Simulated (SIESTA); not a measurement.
NiO:

```
CELL_PARAMETERS angstrom
0.00000 2.08590 2.08590
2.08590 0.00000 2.08590
2.08590 2.08590 0.00000
ATOMIC_POSITIONS crystal
Ni 0.00000 0.00000 0.00000
O 0.50000 0.50000 0.50000
```

Base run:

| Property | Result |
| --- | --- |
| Program | SIESTA 5.4.2 |
| Functional | PBE |
| Potentials or basis | PseudoDojo 0.4 standard (PBE files) |
| Basis | DZ (energy shift 0.003 Ry; two zetas on semicore shells) |
| Grid cutoff | 800 Ry |
| Energy shift | 0.003 Ry |
| k mesh | 11 × 11 × 11 |
| Occupations | fermi-dirac, width 0.05 eV |
| Spin | collinear spin, ferromagnetic start |
| Starting moments | [1.0, 0.0] μB |

Its results: band gap on the k mesh none (metal or under the smearing width); pressure 2.8 GPa; net moment 1.79 μB per cell; site moments Ni +1.48; O +0.31 μB.

Task: The run is repeated on the same cell with these changes: basis from DZ (energy shift 0.003 Ry; two zetas on semicore shells) to TZP (energy shift 0.003 Ry; two zetas on semicore shells). What comes out?

Result: Band gap on the k mesh none (metal or under the smearing width); pressure 5.3 GPa; net moment 1.76 μB per cell; site moments Ni +1.45; O +0.31 μB.

Caveats: short orbitals over semicore shells can move pressures by several GPa; the basis of atomic orbitals isn't converged, which shifts pressures, moduli and gaps; a cell with one magnetic atom can't hold antiferromagnetic order, which such compounds often take; semilocal functionals often make such compounds metallic where correlation or magnetic order opens a gap, which also shifts bond lengths; the basis has no polarisation orbitals (some runs).
